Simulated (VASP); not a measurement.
Input of a VASP 6.6.1 run:

INCAR

```
SYSTEM = ZrS2
ALGO     = Normal         ! electronic algorithm
EDIFF    = 1E-7           ! SCF threshold, eV
EDIFFG   = -0.005         ! ionic threshold
ENCUT    = 600            ! plane-wave cutoff, eV
GGA      = RP             ! functional
IBRION   = 2              ! ionic algorithm
ISIF     = 3              ! what is computed and relaxed
ISMEAR   = 0              ! smearing method
LASPH    = .True.         ! aspherical terms in the spheres
LCHARG   = .False.        ! write CHGCAR
LREAL    = .False.        ! projectors in reciprocal space
LWAVE    = .False.        ! write WAVECAR
NELM     = 100            ! most SCF steps
NSW      = 90             ! ionic steps
PREC     = Accurate       ! precision mode
SIGMA    = 0.02           ! smearing width, eV
```

File KPOINTS:

```
k-points
0
Gamma
  9 9 6
  0 0 0
```

The input POSCAR:

```
ZrS2
1.0
    3.6913825500      0.0000000000      0.0000000000
   -1.8456912700      3.1968310600      0.0000000000
    0.0000000000      0.0000000000      6.0410770100
Zr S
1 2
Direct
    0.0000000000      0.0000000000      0.0000000000
    0.6666666700      0.3333333300      0.7620900300
    0.3333333300      0.6666666700      0.2379099700
```

Potentials or basis: VASP PAW PBE potentials, release 64 (Zr_sv, S).

Command:

```sh
$ cat potpaw_PBE.64/Zr_sv/POTCAR potpaw_PBE.64/S/POTCAR > POTCAR
$ mpirun -np 1 vasp_std > vasp.out
```

Predict the space group after relaxing (to 0.05 Å).

P-3m1 (No. 164).

Estimate the band gap on the k mesh.

1.29 eV, indirect (least direct gap 1.74 eV).

Final structure:
```
CELL_PARAMETERS angstrom
3.71774 0.00000 0.00000
-1.85887 3.21965 0.00000
0.00000 0.00000 7.48362
ATOMIC_POSITIONS crystal
Zr 0.00000 0.00000 0.00000
S 0.66667 0.33333 0.80630
S 0.33333 0.66667 0.19370
```

Caveat: an odd mesh through Γ misses points on the zone boundary, where band edges often lie.
